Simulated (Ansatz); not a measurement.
# BaTiO3 (P1) in Ansatz: band structure with PBE

Aim: the band structure of BaTiO3 with PBE.

Program: Ansatz 0.2.0. These are calculated values, not measurements. Logs are shortened: lines on timing, memory, paths and dates and some standing lists are left out, and cuts for length are marked.

## 1. The crystal as given

The typed cell holds 5 atoms: a = 4.000 Å, b = 4.000 Å, c = 4.018 Å, α = 90.00°, β = 90.00°, γ = 90.00°.

## 2. Band structure, PBE

The input, input.yaml:

```yaml
crystal:
  lattice:
    - [3.9998, 0.0, 0.0]
    - [0.0, 3.9998, 0.0]
    - [0.0, 0.0, 4.018]
  atoms:
    - { symbol: Ba, position: [0.9955672, 0.99064074, 0.00350343] }
    - { symbol: Ti, position: [0.50253669, 0.49192337, 0.46876577] }
    - { symbol: O, position: [0.47921894, 0.51432389, 0.00640652] }
    - { symbol: O, position: [0.50273092, 0.003299, 0.50938249] }
    - { symbol: O, position: [0.01994626, 0.499813, 0.5399418] }
hamiltonian:
  xc: pbe
  pseudopotentials: { kind: nc }
kpoints:
  mp_grid: { grid: [7, 7, 7] }
  band_path:
    path:
      - [[0.0, 0.0, 0.0], [0.0, 0.5, 0.0], [0.5, 0.5, 0.0], [0.0, 0.0, 0.0], [0.0, 0.0, 0.5], [0.0, 0.5, 0.5], [0.5, 0.5, 0.5], [0.0, 0.0, 0.5]]
      - [[0.0, 0.5, 0.0], [0.0, 0.5, 0.5]]
      - [[0.5, 0.5, 0.0], [0.5, 0.5, 0.5]]
    npoints: 14
scf:
  occupations: { method: fermi_dirac, width: 0.05 }
  n_extra_bands: 12
output:
  forces: true
  stress: true
  eigenvalues: true
  fatbands: false
```

Potentials or basis: Ansatz NC.

The run is started by

```sh
> ansatz run input.yaml --threads 2 --pin off --max-ram 5632MiB --backend cpu --events-out ev --progress --plain --runs-dir out
```

The log of the run:

```text
Warning: RAYON_NUM_THREADS=2 ignored (pool sized by the plan → 2); use --threads N
scf.n_extra_bands = 12 over 20 filled bands (N_el = 40.0): the run solves 32 bands
Engine: ansatz 0.2.0, aarch64-unknown-linux-gnu
Pseudopotentials: kind: nc
Pseudopotential: Ba, nc, valence charge 10, recommended cutoff 770 eV (normal), Ba.nc.azcp
Pseudopotential: Ti, nc, valence charge 12, recommended cutoff 1155 eV (normal), Ti.nc.azcp
Pseudopotential: O, nc, valence charge 6, recommended cutoff 1240 eV (normal), O.nc.azcp
Functional definition: PBE
  parameter kappa = 0.804
  parameter beta = 0.06672455060314922
  exchange = pbe_x(kappa = kappa, mu = beta*pi^2/3)
  correlation = pbe_c(beta = beta)
Crystal: 5 atoms, lattice volume = 64.282 Å³
Basis set: ecut = 1240 eV, 6395 PW (Γ), exchange–correlation on 96×96×96 points (8 copies of the dense FFT grid, shifted against one another)
Bands: 32, of which v1, the nominal top of the filled ones, is band 20 counted from 1 (19 counted from 0)
Symmetry: 1 space group operations
Space group: P1 (ITA 1), of the structure as read, at distance tolerance 4.0e-5 Å
k-points: 172 of 343 (time reversal used)
Non-local potential: Ba, projectors of the file, l = 0: 2, l = 1: 2, l = 2: 2, l = 3: 2
Non-local potential: Ti, projectors of the file, l = 0: 2, l = 1: 2, l = 2: 2
Non-local potential: O, projectors of the file, l = 0: 2, l = 1: 2, l = 2: 1
Initial density: superposition of atomic densities (chi_scale 0.1, normalization cell, long waves kept (reshape's long-wave potential 0.00 eV rms))
Initial wavefunctions: pseudopotential atomic-orbital guess
Functional: x = pbe(κ = 0.804, μ = 0.2195149727645171), c = pbe(β = 0.06672455060314922)
SCF iter   1: F=—  HF=-3780.983819 eV  |F-HF|=—  |Δ(HF+E_count)|=         —  Δρ=5.02e-2  dr2=1.76e0  ethr=3.10e-3  ⟨swp⟩=14.9  Hψ=49337  notcnv=0  defer=202
preconditioner: auto → Resta (q_TF=auto, 2.521 Å⁻¹)  ε∞=4.6  [insulator: Δε(μ)=2.463 eV  Ē_g=13.370 eV  σ=0.050 eV  W_gap=1.00  n_scr=18 (ndim 8)  ℏωp=25.4 eV  f_vac=0.000  D(μ)=0.00/eV (n_scr^D=0)  ε∞_Penn≈4.6]
SCF iter   2: F=—  HF=-3780.585408 eV  |F-HF|=—  |Δ(HF+E_count)|=   3.98e-1  Δρ=2.65e-2  dr2=4.45e-1  ethr=3.10e-3  ⟨swp⟩=3.2  Hψ=8941  notcnv=0  defer=1158
SCF iter   3: F=—  HF=-3780.517854 eV  |F-HF|=—  |Δ(HF+E_count)|=   6.76e-2  Δρ=1.68e-2  dr2=1.84e-1  ethr=1.11e-3  ⟨swp⟩=3.1  Hψ=8793  notcnv=0  defer=1158
SCF iter   4: F=—  HF=-3780.494472 eV  |F-HF|=—  |Δ(HF+E_count)|=   2.34e-2  Δρ=6.69e-3  dr2=2.49e-2  ethr=4.60e-4  ⟨swp⟩=3.0  Hψ=7781  notcnv=0  defer=1158
SCF iter   5: F=—  HF=-3780.493932 eV  |F-HF|=—  |Δ(HF+E_count)|=   5.40e-4  Δρ=1.45e-3  dr2=9.74e-4  ethr=6.22e-5  ⟨swp⟩=3.1  Hψ=8817  notcnv=0  defer=1164
SCF iter   6: F=—  HF=-3780.494793 eV  |F-HF|=—  |Δ(HF+E_count)|=   8.61e-4  Δρ=6.70e-4  dr2=2.06e-4  ethr=2.43e-6  ⟨swp⟩=2.1  Hψ=7991  notcnv=0  defer=1162
SCF iter   7: F=—  HF=-3780.494800 eV  |F-HF|=—  |Δ(HF+E_count)|=   6.40e-6  Δρ=2.47e-4  dr2=2.29e-5  ethr=5.15e-7  ⟨swp⟩=2.3  Hψ=7210  notcnv=0  defer=1160
SCF iter   8: F=—  HF=-3780.494739 eV  |F-HF|=—  |Δ(HF+E_count)|=   6.03e-5  Δρ=4.99e-5  dr2=1.43e-6  ethr=5.72e-8  ⟨swp⟩=2.2  Hψ=8417  notcnv=0  defer=1159
SCF iter   9: F=—  HF=-3780.494740 eV  |F-HF|=—  |Δ(HF+E_count)|=   2.05e-7  Δρ=2.13e-5  dr2=2.78e-7  ethr=3.58e-9  ⟨swp⟩=2.5  Hψ=7461  notcnv=0  defer=1159
SCF iter  10: F=—  HF=-3780.494740 eV  |F-HF|=—  |Δ(HF+E_count)|=   1.90e-8  Δρ=1.59e-5  dr2=1.31e-7  ethr=2.50e-10  ⟨swp⟩=19.0  Hψ=41087  notcnv=0
SCF iter  11: F=-3780.494740 eV  HF=-3780.494740 eV  |F-HF|=1.64e-9  |Δ(HF+E_count)|=   1.99e-8  Δρ=2.58e-6  dr2=1.75e-9  ethr=2.50e-10  ⟨swp⟩=5.8  Hψ=17616  notcnv=0
SCF 1 converged in 11 iterations: F = -3780.494740 eV  dr2 = 1.75e-9
NSCF: frozen V_eff on 129 k-points
SCF converged after 11 iterations
Free energy (F): -3780.494740 eV
Harris-Foulkes:  -3780.494740 eV  (|F-HF|=1.64e-9)
Internal energy: -3780.494740 eV  (E = F + TS)
E sigma→0 (E₀):  -3780.494740 eV
Fermi energy:    11.327404 eV
--- Per-component energies (eV) ---
  E_band       = -139.471266
  E_kinetic    = 1764.320075
  E_local      = -2630.842816  (includes V_loc(G=0)·N_el)
  E_nonlocal   = -115.288042
  E_hartree    = 822.029372
  E_xc         = -803.593229
  E_vxc        = -801.719145  (∫ρ·V_xc dr)
  E_ewald      = -2817.120099
  E_smearing   = -0.000000  (= −TS)
  E_closure    = 0.000000  (closes the sum)
  Σ components = -3780.494740   (vs F -3780.494740, Δ=0.00e0)
--- Forces (eV/Å), atoms counted from 1 ---
  atom   1  Ba     0.17315827     0.19940934    -0.35062076
  atom   2  Ti    -0.52548160    -0.10392745     0.61185700
  atom   3  O      0.79940105    -0.31991344     0.99006348
  atom   4  O      0.33802148     0.25017019    -0.31940809
  atom   5  O     -0.78509776    -0.02573856    -0.93188707
  max |Σ_I F_I| component: 4.56e-6 eV/Å
--- Stress (GPa, compression-positive) ---
        2.191040      -0.086289       0.093099
       -0.086289       2.961407       0.599878
        0.093099       0.599878       3.872591
  P = ⅓ Tr σ = 3.0083 GPa (30.083 kbar)
--- Band table (eV; the first three rows and the last of 172) ---
  k-point 0: bands = ["-46.1251", "-22.4025", "-22.3620", "-22.3612", "-14.3628", "-6.5256", "-5.8630", "-5.7458", "0.4494", "0.4525", "0.4658", "7.8701", "8.0293", "8.0793", "8.9648", "8.9661", "9.1153", "9.8394", "9.9607", "10.0393", "12.2796", "12.6598", "12.9584", "14.5062", "14.7078", "15.4647", "15.5350", "17.6189", "18.9323", "18.9407", "18.9893", "21.4019"]
  k-point 1: bands = ["-46.1249", "-22.4120", "-22.3616", "-22.3608", "-14.3413", "-6.5154", "-5.8764", "-5.7371", "0.4782", "0.4812", "0.5473", "7.5922", "7.9120", "7.9669", "8.7447", "8.8250", "9.0362", "9.5677", "9.8655", "9.9690", "12.2955", "12.9114", "13.1603", "14.5102", "15.1555", "15.8011", "15.9077", "18.1130", "18.9087", "19.1519", "19.1748", "21.3996"]
  k-point 2: bands = ["-46.1245", "-22.4333", "-22.3608", "-22.3599", "-14.2921", "-6.5662", "-5.8263", "-5.7115", "0.5450", "0.5481", "0.7278", "6.9029", "7.6569", "7.7773", "8.4036", "8.5737", "8.7925", "8.9808", "9.7858", "9.8201", "12.3353", "13.4781", "13.6400", "14.5137", "15.9094", "16.6141", "16.8165", "18.7760", "19.3477", "19.6320", "19.6773", "21.3040"]
  k-point 171: bands = ["-46.1237", "-22.4093", "-22.4080", "-22.3688", "-14.2181", "-6.5892", "-5.7955", "-5.5877", "0.4428", "0.6059", "0.7838", "6.4921", "7.3637", "7.5754", "7.6747", "8.0747", "8.6511", "9.2215", "9.2999", "9.4605", "13.1685", "13.7713", "13.8605", "15.3032", "16.3874", "17.7133", "18.2273", "19.2544", "19.4486", "19.5540", "20.4868", "21.2341"]
```

bands.tsv:

```text
[... 149 lines left out ...]
7.653093	-57.449517	-33.773367	-33.735457	-33.733167	-25.425785	-17.098884	-16.905931	-16.898887	-11.586359	-11.563994	-11.542386	-5.428601	-4.703190	-4.514571	-3.361104	-3.310107	-3.268685	-1.140109	-1.092688	-0.971061	3.001117	3.178482	3.202789	5.291608	5.823159	5.880389	6.576372	7.027302	9.204581	9.386055	9.700266	9.716034
7.708941	-57.449505	-33.773967	-33.735427	-33.733136	-25.424970	-17.091364	-16.903423	-16.897656	-11.593507	-11.571235	-11.554208	-5.439376	-4.709236	-4.518870	-3.360413	-3.299999	-3.261993	-1.124335	-1.076388	-0.970866	3.007747	3.181724	3.210345	5.293646	5.795896	5.850330	6.574888	7.045860	9.320193	9.367708	9.708081	9.722374
```

It took 2 min on 2 threads of Arm Neoverse V2, shared host; peak memory 1.1 GiB.

What came out:

```
Free energy             : -3780.4947 eV
Pressure                : 3.0 GPa
Largest force           : 1.312 eV/Å
Band gap on the k mesh  : 2.01 eV, indirect (least direct gap 2.24 eV)
Band gap along the path : 1.92 eV, indirect (least direct gap 2.24 eV)
```

Forces on the atoms (eV/Å):
```
Ba   0.173  0.199 -0.351
Ti  -0.525 -0.104  0.612
O    0.799 -0.320  0.990
O    0.338  0.250 -0.319
O   -0.785 -0.026 -0.932
```

Levels at the corners of the path, in eV from the valence-band top:
```tsv
point	band 17	band 18	band 19	band 20	band 21	band 22	band 23	band 24
Γ	-1.24	-0.52	-0.40	-0.32	1.92	2.30	2.60	4.15
X	-1.69	-1.68	-1.28	-0.84	2.69	3.55	3.63	4.33
M	-1.57	-1.10	-1.06	-0.04	3.50	3.65	3.97	4.68
Γ	-1.24	-0.52	-0.40	-0.32	1.92	2.30	2.60	4.15
Z	-1.89	-1.68	-0.67	-0.62	2.02	3.63	3.73	4.16
R	-1.57	-0.84	-0.79	-0.19	3.59	3.78	4.00	4.94
A	-2.29	-0.15	-0.11	0.00	3.98	4.15	4.18	6.26
Z	-1.89	-1.68	-0.67	-0.62	2.02	3.63	3.73	4.16
X	-1.69	-1.68	-1.28	-0.84	2.69	3.55	3.63	4.33
R	-1.57	-0.84	-0.79	-0.19	3.59	3.78	4.00	4.94
M	-1.57	-1.10	-1.06	-0.04	3.50	3.65	3.97	4.68
A	-2.29	-0.15	-0.11	0.00	3.98	4.15	4.18	6.26
```

Caveat: the k mesh misses the band edges, so the gap on the mesh is wider than the one along the path; spin-orbit coupling is left out, which moves the levels of the heavy elements; forces of over 1 eV/Å show positions far from the minimum, so gaps and moduli don't describe the material at rest.
